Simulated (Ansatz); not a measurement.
Crystal: Au.

```
CELL_PARAMETERS angstrom
2.74841 0.00000 0.00000
0.00000 2.74841 0.00000
0.00000 0.00000 2.74841
ATOMIC_POSITIONS crystal
Au 0.50000 0.50000 0.50000
```

The cell was built by a generator and needn't be a form met in nature.

Program: Ansatz 0.2.0. Alike in all runs: task band structure; potentials or basis Ansatz PAW; cell as given; cutoff (eV) 420; smearing fermi-dirac 0.05 eV.

Problem. Order these runs on this cell by their pressure, lowest first.
A. level PBEsol; spin off; k mesh 10 × 10 × 10
B. level LDA; spin off; k mesh 10 × 10 × 10
C. level PBE; spin off; k mesh 10 × 10 × 10
D. level PBE; spin SOC, no magnetisation; k mesh 7 × 7 × 7
E. level LDA; spin SOC, no magnetisation; k mesh 7 × 7 × 7

Solution. E (-11.7 GPa), B (-10.0 GPa), A (-6.3 GPa), D (-1.6 GPa), C (0.2 GPa).

Caveats: the PAW data sets come from PBE, with cores solved anew for the run's functional, which leaves a small shift of forces and pressure (some runs).
